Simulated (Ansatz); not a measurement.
**Does InGa2As3 in Cmc2_1 form from GaAs and InAs?**

Plane-wave DFT in Ansatz with scalar-relativistic PAW potentials, cutoff 420 eV, Γ-centred meshes chosen by cell and gap, Gaussian smearing with energies taken to zero width. Every cell was relaxed (cell and atoms) in a run of its own, within the symmetry of its start. Functional: PBE.

The ternary relaxed to Cmc2_1, 12 atoms in the computed cell, a = 12.458 Å, b = 7.196 Å, c = 6.831 Å; sites (symmetry × multiplicity) In m.. × 4, Ga 1 × 8, As 1 × 8 + m.. × 4.

Total energies hold large constants for each element; a whole number of eV per atom of each element is taken off below, which cancels in a balanced reaction.

```tsv
compound	lowest structure computed	structures tried	V (Å³/atom)	gap on mesh (eV)	E (eV per formula unit, common shift removed)
InGa2As3	Cmc2_1	1	25.51	0.00	-2.0929
GaAs	F-43m	7	23.71	0.16	-0.8596
InAs	F-43m	5	29.62	0.00	-0.4691
```

Task: Balance the reaction and work out its energy at 0 K.

Result: The balance is 2 GaAs + InAs → InGa2As3. ΔE = 0.095 eV per formula unit, 15.9 meV/atom, and the volume changes by -0.7 %. This form of the ternary lies above these binaries, so at 0 K it is at best metastable, by at least this much: a few tens of meV per atom are within reach of entropy at synthesis temperatures (k_BT is 86 meV at 1000 K), though mixing entropy favours a disordered solid solution, not this ordered cell. A lower form of a binary that wasn't tried would raise the value, and a lower form of the ternary would lower it.